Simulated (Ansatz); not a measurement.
# RbBr: the cost of one run

Method: DFT PBE, scalar-relativistic, plane waves, PAW, in Ansatz 0.2.0.

1 further run of the same task is left out (set aside as unsound or not needed).

### Step 1. The structure to begin with

The structure is cubic, space group Pm-3m (No. 221). Conventional cell: a = 4.193 Å, b = 4.193 Å, c = 4.193 Å, α = 90.00°, β = 90.00°, γ = 90.00°. Around Rb (site symmetry m-3m) lie 8 Br at 3.63 Å. Around Br (site symmetry m-3m) lie 8 Rb at 3.63 Å.

As a file:

```
CELL_PARAMETERS angstrom
4.19290 0.00000 0.00000
0.00000 4.19290 0.00000
0.00000 0.00000 4.19290
ATOMIC_POSITIONS crystal
Rb 0.00000 0.00000 0.00000
Br 0.50000 0.50000 0.50000
```

It goes back to an entry of the Materials Project, which need not be the stable form.

This cell was relaxed beforehand with the same method: volume 36.86 Å³/atom, gap on the mesh 3.93 eV.

### Step 2. Electronic structure at the relaxed geometry

Input file input.yaml:

```yaml
crystal:
  lattice:
    - [4.1929010518, 0.0, 0.0]
    - [0.0, 4.1929010518, 0.0]
    - [0.0, 0.0, 4.1929010518]
  atoms:
    - { symbol: Rb, position: [0.0, 0.0, 0.0] }
    - { symbol: Br, position: [0.5, 0.5, 0.5] }
basis:
  ecutwfc: 420
kpoints:
  mp_grid: { grid: [6, 6, 6] }
  band_path:
    path:
      - [[0.0, 0.0, 0.0], [0.0, 0.5, 0.0], [0.5, 0.5, 0.0], [0.0, 0.0, 0.0], [0.5, 0.5, 0.5], [0.0, 0.5, 0.0]]
      - [[0.5, 0.5, 0.5], [0.5, 0.5, 0.0]]
    npoints: 14
hamiltonian:
  xc: pbe
scf:
  occupations: { method: gaussian, width: 0.02 }
  n_extra_bands: 6
output:
  forces: true
  stress: true
  eigenvalues: true
  populations: true
  dos: { projected: true, de: 0.02, nscf_kmesh: { grid: [9, 9, 9] } }
  bader: true
  write_density: true
  write_potential: true
  elf: true
  volumetric_format: npy
```

Started as:

```bash
> ansatz run input.yaml --threads 1 --pin off --max-ram 2560MiB --backend cpu --events-out ev --progress --plain --runs-dir out
```

Q: Estimate wall time and peak memory on 1 thread of Arm Neoverse V2, shared host.

About 9.7 s, with a peak of 0.3 GiB.
